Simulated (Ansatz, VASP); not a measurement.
# Sb3Au: VASP beside Ansatz

One calculation is typed for both programs; each brings its own data sets and cutoff. How far apart do they land? The cell is taken from a series of VASP runs on this material, whose earlier steps may have relaxed, scaled or displaced it; both programs get it as it stands.

Program: Ansatz 0.2.0. Level of theory: plane waves, with VASP 6.6.1 beside it; relaxation of cell and atoms at PBEsol. Results are calculated unless marked as measured.

## (1) The starting structure

It takes space group Im-3m (No. 229, cubic). Conventional cell: a = 5.870 Å, b = 5.870 Å, c = 5.870 Å, α = 90.00°, β = 90.00°, γ = 90.00°. Au has 6 Sb at 2.93 Å nearest. Nearest to Sb lie 4 Sb at 2.93 Å and 2 Au at 2.93 Å. Farther neighbours are not listed.

As a file:

```cif
data_structure
_symmetry_space_group_name_H-M 'P 1'
_symmetry_Int_Tables_number 1
_cell_length_a 5.0835
_cell_length_b 5.0835
_cell_length_c 5.0835
_cell_angle_alpha 109.471
_cell_angle_beta 109.471
_cell_angle_gamma 109.471
_cell_volume 101.13
loop_
_atom_site_label
_atom_site_type_symbol
_atom_site_fract_x
_atom_site_fract_y
_atom_site_fract_z
_atom_site_occupancy
Au1 Au 0.00000 0.00000 0.00000 1
Sb2 Sb 0.50000 0.50000 0.00000 1
Sb3 Sb 0.50000 0.00000 0.50000 1
Sb4 Sb 0.00000 0.50000 0.50000 1
```

## (2) VASP: relaxation of cell and atoms, PBEsol

The relaxed volume is the usual yardstick between codes: its relative difference is about their pressure difference at one cell divided by the bulk modulus.

Lines of VASP's logs that name or quote its potential files are left out, and so is its time.

INCAR reads:

```
SYSTEM = Sb3Au
PREC = Accurate
ENCUT = 520
EDIFF = 1E-07
NELM = 100
ISMEAR = 1
SIGMA = 0.15
LREAL = .FALSE.
ALGO = Normal
GGA = PS
NBANDS = 19
LASPH = .TRUE.
LORBIT = 11
LWAVE = .FALSE.
LCHARG = .FALSE.
KPAR = 4
IBRION = 2
NSW = 50
ISIF = 3
EDIFFG = -0.005
```

POSCAR reads:

```
Sb3Au
1.0
   -2.9349570605      2.9349570605      2.9349570605
    2.9349570605     -2.9349570605      2.9349570605
    2.9349570605      2.9349570605     -2.9349570605
Au Sb
1 3
Direct
    0.0000000000      0.0000000000      0.0000000000
    0.5000000000      0.5000000000      0.0000000000
    0.5000000000      0.0000000000      0.5000000000
    0.0000000000      0.5000000000      0.5000000000
```

KPOINTS reads:

```
Automatic mesh
0
Gamma
12 12 12
0 0 0
```

Potentials, in the order of the species: Au and Sb (PBE family, release 64).

On the command line:

```bash
$ mpirun -np 4 vasp_std
```

Numbers of over 12 decimals in the logs are rounded to 6 here.

The log of the run:

```text
[banner, memory and clock lines left out]
running    4 mpi-ranks, on    1 nodes
 distrk:  each k-point on    1 cores,    4 groups
 distr:  one band on    1 cores,    1 groups

 POSCAR found type information on POSCAR AuSb
 POSCAR found :  2 types and       4 ions
|                                                                             |
|               ----> ADVICE to this user running VASP <----                  |
|                                                                             |
|     You enforced a specific xc type in the INCAR file but a different       |
|     [... a line on the potential file left out ...]
|     I HOPE YOU KNOW WHAT YOU ARE DOING!                                     |
|                                                                             |

 LDA part: xc-table for (Slater+PW92), standard interpolation
 POSCAR, INCAR and KPOINTS ok, starting setup
 FFT: planning ... GRIDC
 FFT: planning ... GRID_SOFT
 FFT: planning ... GRID
 WAVECAR not read
 entering main loop
       N       E                     dE             d eps       ncg     rms          rms(c)
DAV:   1     0.139980746188E+03    0.13998E+03   -0.10071E+04  2736   0.114E+03
DAV:   2    -0.104765772224E+02   -0.15046E+03   -0.14590E+03  3268   0.209E+02
DAV:   3    -0.180165938414E+02   -0.75400E+01   -0.73110E+01  3253   0.497E+01
DAV:   4    -0.181233146091E+02   -0.10672E+00   -0.10565E+00  3305   0.593E+00
DAV:   5    -0.181244625972E+02   -0.11480E-02   -0.11479E-02  3239   0.715E-01    0.689E+00
DAV:   6    -0.175477478514E+02    0.57671E+00   -0.47839E+00  2859   0.185E+01    0.521E+00
DAV:   7    -0.174874397059E+02    0.60308E-01   -0.37742E-01  2852   0.549E+00    0.291E+00
DAV:   8    -0.174799912903E+02    0.74484E-02   -0.90331E-02  2949   0.208E+00    0.561E-01
DAV:   9    -0.174752474170E+02    0.47439E-02   -0.22824E-02  2960   0.145E+00    0.168E-01
DAV:  10    -0.174753312264E+02   -0.83809E-04   -0.11950E-03  3075   0.199E-01    0.340E-02
DAV:  11    -0.174753145405E+02    0.16686E-04   -0.11724E-04  3286   0.951E-02    0.129E-02
DAV:  12    -0.174753148382E+02   -0.29778E-06   -0.12987E-05  3104   0.220E-02    0.113E-02
DAV:  13    -0.174753142789E+02    0.55934E-06   -0.10701E-06  3178   0.923E-03    0.575E-03
DAV:  14    -0.174753140690E+02    0.20994E-06   -0.11310E-06  2985   0.871E-03    0.165E-04
DAV:  15    -0.174753140793E+02   -0.10312E-07   -0.62248E-08  1500   0.193E-03
   1 F= -.17475314E+02 E0= -.17475013E+02  d E =-.174753E+02
 curvature:   0.00 expect dE= 0.000E+00 dE for cont linesearch  0.000E+00
 trial: gam= 0.00000 g(F)=  0.356E-60 g(S)=  0.214E-04 ort = 0.000E+00 (trialstep = 0.100E+01)
 search vector abs. value=  0.214E-04
 bond charge predicted
       N       E                     dE             d eps       ncg     rms          rms(c)
DAV:   1    -0.174754614181E+02   -0.14735E-03   -0.24550E-03  2942   0.399E-01    0.845E-02
DAV:   2    -0.174753263469E+02    0.13507E-03   -0.58666E-04  2913   0.239E-01    0.322E-02
DAV:   3    -0.174753202585E+02    0.60884E-05   -0.34185E-05  2880   0.398E-02    0.196E-02
DAV:   4    -0.174753181288E+02    0.21297E-05   -0.14817E-05  3013   0.209E-02    0.299E-03
DAV:   5    -0.174753179523E+02    0.17645E-06   -0.22752E-06  2898   0.142E-02    0.438E-03
DAV:   6    -0.174753181252E+02   -0.17285E-06   -0.21722E-07  2454   0.421E-03    0.127E-03
DAV:   7    -0.174753180643E+02    0.60871E-07   -0.10745E-07  1440   0.322E-03
   2 F= -.17475318E+02 E0= -.17475022E+02  d E =-.398503E-05
 trial-energy change:   -0.000004  1 .order   -0.000002   -0.000021    0.000017
 step:   0.6222(harm=  0.5622)  dis= 0.00000  next Energy=   -17.475321 (dE=-0.705E-05)
 reached required accuracy - stopping structural energy minimisation
```

Parts of OUTCAR (step 2):

```text
ion  position               nearest neighbor table
   1  0.000  0.000  0.000-   2 2.93   3 2.93   4 2.93   4 2.93   3 2.93   2 2.93
   2  0.500  0.500  0.000-   1 2.93   3 2.93   4 2.93   3 2.93   4 2.93   1 2.93
   3  0.500  0.000  0.500-   1 2.93   2 2.93   4 2.93   2 2.93   1 2.93   4 2.93
   4  0.000  0.500  0.500-   1 2.93   2 2.93   3 2.93   1 2.93   2 2.93   3 2.93

  LATTYP: Found a body centered cubic cell.
 ALAT       =     5.8699141210

 Subroutine GETGRP returns: Found 48 space group operations
 (whereof 48 operations were pure point group operations)

The static configuration has the point symmetry O_h .

 Found     72 irreducible k-points:

   k-points           NKPTS =     72   k-points in BZ     NKDIM =     72   number of bands    NBANDS=     19

   dimension x,y,z NGX =    40 NGY =   40 NGZ =   40
   dimension x,y,z NGXF=    80 NGYF=   80 NGZF=   80

   ENCUT  =  520.0 eV  38.22 Ry    6.18 a.u.   9.45  9.45  9.45*2*pi/ulx,y,z

   NELECT =      26.0000    total number of electrons

 k-points in reciprocal lattice and weights: Automatic mesh
   0.00000000  0.00000000  0.00000000       0.001
   0.08333333  0.00000000  0.00000000       0.007
   0.16666667  0.00000000  0.00000000       0.007
   0.25000000  0.00000000  0.00000000       0.007
   0.33333333  0.00000000  0.00000000       0.007
   0.41666667  0.00000000  0.00000000       0.007
   0.50000000  0.00000000  0.00000000       0.003
   0.08333333  0.08333333  0.00000000       0.014
   0.16666667  0.08333333  0.00000000       0.028
[...]
0.50000000  0.50000000  0.41666667       0.007
   0.50000000  0.50000000  0.50000000       0.001

 average (electrostatic) potential at core
       1 -65.6723       2 -84.6661       3 -84.6661       4 -84.6661

 E-fermi :   7.8967

 k-point     1 :       0.0000    0.0000    0.0000
  band No.  band energies     occupation
    ...
     11       4.5239      2.00000
     12       6.2376      2.00000
     13       6.2376      2.00000
     14       6.2376      2.00000
     15       6.8597      2.00000
     16      11.5544      0.00000
     17      11.5544      0.00000
     18      11.5544      0.00000
     19      13.3844      0.00000

 k-point     2 :       0.0833    0.0000    0.0000
  band No.  band energies     occupation
    ...
     11       4.6792      2.00000
     12       5.6509      2.00000
     13       6.1842      2.00000
     14       6.5654      2.00000
     15       7.5837      2.01194
     16      11.6554      0.00000
     17      11.6602      0.00000
     18      11.7154      0.00000
     19      12.9640      0.00000

 k-point     3 :       0.1667    0.0000    0.0000
  band No.  band energies     occupation
    ...
     10       4.6103      2.00000
     11       4.9156      2.00000
     12       5.4655      2.00000
     13       6.0416      2.00000
     14       7.3012      2.00000
     15       8.5340     -0.00000
     16      11.8412      0.00000
     17      11.9447      0.00000
     18      11.9760      0.00000
     19      12.0358      0.00000

  Total        0.0189384      0.0189384      0.0189384      0.0000000      0.0000000      0.0000000
  in kB        0.3003104      0.3003104      0.3003104      0.0000000      0.0000000      0.0000000
  external PRESSURE =       0.3003104 kB  Pullay stress =       0.0000000 kB

  energy-cutoff  :      520.00
  volume of cell :      101.04
      direct lattice vectors                 reciprocal lattice vectors
    -2.934096331  2.934096331  2.934096331     0.000000000  0.170410220  0.170410220
     2.934096331 -2.934096331  2.934096331     0.170410220  0.000000000  0.170410220
     2.934096331  2.934096331 -2.934096331     0.170410220  0.170410220  0.000000000

 POSITION                                       TOTAL-FORCE (eV/Angst)
 -----------------------------------------------------------------------------------
     -2.93410      2.93410      2.93410         0.000000     -0.000000      0.000000
      2.93410      2.93410      0.00000         0.000000      0.000000     -0.000000
      0.00000      2.93410      0.00000        -0.000000      0.000000     -0.000000
      0.00000      2.93410      2.93410        -0.000000      0.000000     -0.000000
 -----------------------------------------------------------------------------------
    total drift:                               -0.000000     -0.000000      0.000000

  FREE ENERGIE OF THE ION-ELECTRON SYSTEM (eV)
  ---------------------------------------------------
  free  energy   TOTEN  =       -17.4753180643 eV

  energy  without entropy=      -17.4744293491  energy(sigma->0) =      -17.47502183

 reached required accuracy - stopping structural energy minimisation

 total charge
# of ion       s       p       d       tot
------------------------------------------
    1        0.634   0.308   8.679   9.621
    2        1.198   1.156   0.050   2.403
    3        1.198   1.156   0.050   2.403
    4        1.198   1.156   0.050   2.403
--------------------------------------------------
tot          4.226   3.775   8.829  16.830

[... 3 further parts left out ...]
```

## (3) Ansatz: relaxation of cell and atoms, PBEsol

Ansatz runs on its default PAW (the set named soft_2) files.

The same cell, functional, mesh and smearing now go to Ansatz, which takes its cutoff from its data sets.

input.yaml reads:

```yaml
crystal:
  lattice:
    - [-2.9349570605, 2.9349570605, 2.9349570605]
    - [2.9349570605, -2.9349570605, 2.9349570605]
    - [2.9349570605, 2.9349570605, -2.9349570605]
  atoms:
    - { symbol: Au, position: [0.0, 0.0, 0.0] }
    - { symbol: Sb, position: [0.5, 0.5, 0.0] }
    - { symbol: Sb, position: [0.5, 0.0, 0.5] }
    - { symbol: Sb, position: [0.0, 0.5, 0.5] }
hamiltonian:
  xc: pbesol
  pseudopotentials: { kind: paw }
kpoints:
  mp_grid: { grid: [12, 12, 12] }
scf:
  occupations: { method: methfessel_paxton, width: 0.15 }
relax:
  f_tol: 0.01
  max_steps: 60
  cell: { stress_tol: 0.05 }
output:
  forces: true
  stress: true
```

On the command line:

```bash
$ ansatz run input.yaml --threads 4 --pin off --max-ram 9216MiB --backend cpu --events-out ev --progress --plain --runs-dir out
```

The log of the run:

```text
Engine: ansatz 0.2.0, aarch64-unknown-linux-gnu
Pseudopotentials: kind: paw
Pseudopotential: Au, paw, valence charge 19, recommended cutoff 420 eV (normal), Au.paw.azcp
Pseudopotential: Sb, paw, valence charge 15, recommended cutoff 420 eV (normal), Sb.paw.azcp
Functional definition: PBEsol
  exchange = pbesol_x
  correlation = pbesol_c
Crystal: 4 atoms, lattice volume = 101.127 Å³
Basis set: ecut = 420 eV, 1985 PW (Γ), exchange–correlation on 72×72×72 points (8 copies of the dense FFT grid, shifted against one another)
Bands: 39, of which v1, the nominal top of the filled ones, is band 32 counted from 1 (31 counted from 0)
Symmetry: 48 space group operations
Space group: Im-3m (ITA 229), of the structure as read, at distance tolerance 4.7e-5 Å
k-points: 72 of 1728
Non-local potential: Au, projectors of the file, l = 0: 3, l = 1: 2, l = 2: 2, l = 3: 1
Non-local potential: Sb, projectors of the file, l = 0: 2, l = 1: 2, l = 2: 2, l = 3: 2
PAW form: soft (Blöchl's): semilocal exchange-correlation on the pseudo side does not see the compensation charge
PAW frozen core: Au, regenerated for the run's functional, and the local potential with it (the file was generated under x = pbe(κ = 0.804, μ = 0.219515), c = pbe(β = 0.066725))
PAW frozen core: Sb, regenerated for the run's functional, and the local potential with it (the file was generated under x = pbe(κ = 0.804, μ = 0.219515), c = pbe(β = 0.066725))
PAW one-centre angular grid: Au, 590 points (default); XC on 64 Gauss nodes
PAW one-centre angular grid: Sb, 590 points (default); XC on 64 Gauss nodes
Initial density: superposition of atomic densities (neutral atoms: chi_scale 0, normalization atom), corrected by the library's trained network
Initial wavefunctions: pseudopotential atomic-orbital guess
Functional: x = pbesol(κ = 0.804, μ = 0.123457), c = pbesol(β = 0.046)
SCF iter   1: F=—  HF=-32231.219392 eV  |F-HF|=—  |Δ(HF+E_count)|=         —  Δρ=4.21e-3  dr2=1.99e-2  ethr=1.77e-3  ⟨swp⟩=7.8  Hψ=11935  notcnv=0  defer=7
preconditioner: auto → Kerker (q_TF=auto, 2.528 Å⁻¹)  [metal: Δε(μ)=0.015 eV  Ē_g=8.598 eV  σ=0.150 eV  W_gap=0.09  n_scr=18 (ndim 8)  ℏωp=18.8 eV  f_vac=0.001  D(μ)=2.20/eV (n_scr^D=12)]
SCF iter   2: F=—  HF=-32231.214187 eV  |F-HF|=—  |Δ(HF+E_count)|=   5.21e-3  S|Δr|=    0.00e0  Δρ=1.60e-3  dr2=2.91e-3  ethr=3.11e-5  ⟨swp⟩=2.4  Hψ=4905  notcnv=0  defer=6
SCF iter   3: F=—  HF=-32231.213380 eV  |F-HF|=—  |Δ(HF+E_count)|=   8.07e-4  S|Δr|=    0.00e0  Δρ=5.89e-4  dr2=5.30e-4  ethr=4.55e-6  ⟨swp⟩=2.8  Hψ=4865  notcnv=0  defer=7
SCF iter   4: F=—  HF=-32231.213294 eV  |F-HF|=—  |Δ(HF+E_count)|=   8.56e-5  S|Δr|=    0.00e0  Δρ=1.97e-4  dr2=6.99e-5  ethr=8.28e-7  ⟨swp⟩=2.0  Hψ=5001  notcnv=0  defer=7
SCF iter   5: F=—  HF=-32231.213286 eV  |F-HF|=—  |Δ(HF+E_count)|=   7.73e-6  S|Δr|=    0.00e0  Δρ=5.97e-5  dr2=3.33e-6  ethr=1.09e-7  ⟨swp⟩=2.0  Hψ=3633  notcnv=0  defer=7
SCF iter   6: F=—  HF=-32231.213288 eV  |F-HF|=—  |Δ(HF+E_count)|=   1.14e-6  S|Δr|=    0.00e0  Δρ=1.19e-5  dr2=1.20e-7  ethr=5.21e-9  ⟨swp⟩=2.0  Hψ=5002  notcnv=0  defer=7
SCF iter   7: F=-32231.213288 eV  HF=-32231.213288 eV  |F-HF|=7.86e-9  |Δ(HF+E_count)|=   6.11e-8  S|Δr|=    0.00e0  Δρ=3.26e-6  dr2=9.61e-9  ethr=1.56e-10  ⟨swp⟩=4.4  Hψ=8712  notcnv=0
SCF 1 converged in 7 iterations: F = -32231.213288 eV  dr2 = 9.61e-9
  greatest PAW one-centre occupation: 1.001 electrons in one spin orbital (limit 2), on the Au atom at site 0 (counted from 0), in its partial waves of l = 0
relax step   1: F+E_penalty+E_count = -32231.21328766 eV  Δ(F+E_penalty+E_count) = +0.000e0 eV  max|allowed force component| = 1.190e-28 eV/Å  Δτ_max = 0.0000 Å  P = -0.107 GPa  Ω = 101.127 Å³  (7 SCF iters, dr2 threshold 1.00e-7 eV, accepted)
[...]
relax step   2: F+E_penalty+E_count = -32231.21333994 eV  Δ(F+E_penalty+E_count) = -5.227e-5 eV  max|allowed force component| = 1.495e-28 eV/Å  Δτ_max = 0.0000 Å  P = +0.138 GPa  Ω = 100.808 Å³  energy of the carried Pulay correction = +8.234e-5 eV  (6 SCF iters, dr2 threshold 2.84e-8 eV, rejected (line search))
[...]
relax step   3: F+E_penalty+E_count = -32231.21337012 eV  Δ(F+E_penalty+E_count) = -8.245e-5 eV  max|allowed force component| = 3.126e-29 eV/Å  Δτ_max = 0.0000 Å  P = -0.000 GPa  Ω = 100.987 Å³  energy of the carried Pulay correction = +3.598e-5 eV  (7 SCF iters, accepted)
[...]
relax step   4: F+E_penalty+E_count = -32231.21331926 eV  Δ(F+E_penalty+E_count) = +5.085e-5 eV  max|allowed force component| = 2.702e-29 eV/Å  Δτ_max = 0.0000 Å  P = +0.000 GPa  Ω = 100.987 Å³  stress off target by 7.94e-5 GPa  SCF on the basis re-selected at this cell (its energy is not comparable with the rows above)  (4 SCF iters)
basis re-selected at this cell: Δ(F+E_penalty+E_count) = +5.085e-5 eV, ΔP = +0.000 GPa vs the last step (what re-selecting the basis moved, of the pressure what is left beyond the Pulay correction that the steps carried, after the strain that the cell walked since its last selection, with what the two solves' SCF thresholds leave and, on support functions, any second-order correction that the steps lacked; it is no m [...]
SCF converged after 4 iterations
Stability not checked: this state was not tested for a lower state beside it, because cold or Methfessel-Paxton smearing, or corrected tetrahedra, fill the levels in a way that the test cannot read (fill_not_monotonic; see scf.lower_state_search)
Free energy (F): -32231.213319 eV
Harris-Foulkes:  -32231.213319 eV  (|F-HF|=7.28e-12)
Internal energy: -32231.212324 eV  (E = F + TS)
E sigma→0 (E₀):  -32231.213071 eV
Entropy (-TS):   -0.000995 eV (-0.249 meV/atom)
Fermi energy:    12.292908 eV
--- Per-component energies (eV) ---
  E_band       = -763.551714
  E_kinetic    = 1228.475678
  E_local      = -6753.789522  (includes V_loc(G=0)·N_el)
  E_nonlocal   = 1169.840321
  E_hartree    = 3002.779846
  E_xc         = -640.208062
  E_vxc        = -566.055182  (∫ρ·V_xc dr)
  E_paw        = -23065.447978  (= ΣΔE_a)
  E_vpaw       = -1847.584204  (= ΣTr[D̂ρ^β])
  E_aug_tail   = 0.001365  (compensation charges beyond the density's cutoff)
  E_ewald      = -7174.169023
  E_core_change = 1.305050  (= ΣΔE_core)
  E_smearing   = -0.000995  (= −TS)
  E_closure    = -0.000000  (closes the sum)
  Σ components = -32231.213319   (vs F -32231.213319, Δ=0.00e0)
--- Forces (eV/Å), atoms counted from 1 ---
  atom   1  Au    -0.00000000     0.00000000    -0.00000000
  atom   2  Sb     0.00000000    -0.00000000     0.00000000
  atom   3  Sb     0.00000000     0.00000000     0.00000000
  atom   4  Sb    -0.00000000    -0.00000000    -0.00000000
  max |Σ_I F_I| component: 7.55e-29 eV/Å
--- Stress (GPa, compression-positive) ---
        0.000079       0.000000      -0.000000
        0.000000       0.000079       0.000000
        0.000000       0.000000       0.000079
  P = ⅓ Tr σ = 0.0001 GPa (0.001 kbar)
--- Relaxed structure (3 steps of the walk, 2 accepted, 1 SCFs on fresh bases) ---
  F+E_penalty+E_count = -32231.21331926 eV   max|allowed force component| = 2.702e-29 eV/Å   (the final SCF, on the basis selected at the relaxed cell)
  cell:  # Å, volume = 100.9874 Å³
    - [-2.933610, 2.933610, 2.933610]
    - [2.933610, -2.933610, 2.933610]
    - [2.933610, 2.933610, -2.933610]
  atoms:
    - { symbol: Au, position: [0, 0, 0] }
    - { symbol: Sb, position: [0.5, 0.5, 0] }
    - { symbol: Sb, position: [0.5, 0, 0.5] }
    - { symbol: Sb, position: [0, 0.5, 0.5] }
```

It took 26 s on 4 threads of Arm Neoverse N1, shared host; peak memory 0.54 GiB; 1.7 min of CPU time.

## (4) Side by side

Known differences besides the potentials themselves: both relaxations stop at a tolerance, which leaves soft axes loose, and VASP keeps its plane-wave basis; the data sets hold 64 valence electrons in Ansatz (default PAW (the set named soft_2) files) and 26 in VASP; the cutoff is 420 eV in Ansatz and 520 eV in VASP; Ansatz makes its cores anew for this functional, VASP keeps those of its PBE data sets; Ansatz adds a Pulay correction to the stress that steers its cell, VASP none. Total energies have different zeros and are not compared.

The two programs side by side:

| quantity | Ansatz | VASP | difference |
| --- | --- | --- | --- |
| volume (Å³) | 100.99 | 101.04 | -0.05 % |
| edge a after relaxation, in the typed setting (Å) | 5.081 | 5.082 | -0.02 % |

The walks stopped with 0.00 GPa left in Ansatz and 0.03 GPa in VASP; each walk ends within a tolerance, so the volume difference is uncertain by about these residues over the bulk modulus, most in soft cells.

## (5) Results

```yaml
difference_in_volume_relaxation_of_cell_and_atoms_pbesol: -0.050 %
```

The difference in volume is -0.050 % (relaxation of cell and atoms, PBEsol), within the 1.2 % picked in this series as the mark of a large difference, as far as the stopping tolerances let one tell. Such differences can come from data sets, numerical settings and the points named under the comparisons, not from the functional's error against experiment.

[Lines on the potential files, build, host, timing and source positions are cut from VASP's logs without a mark.]

[Logs are printed without paths, hosts, clocks, repeated set-up lines and the standing remarks that a program may print on its own settings, such as how far it seeks lower states.]

[Hosts, paths, dates, database ids (printed as entryN), source tags and the programs' standing remarks are cut or masked in the printed files.]
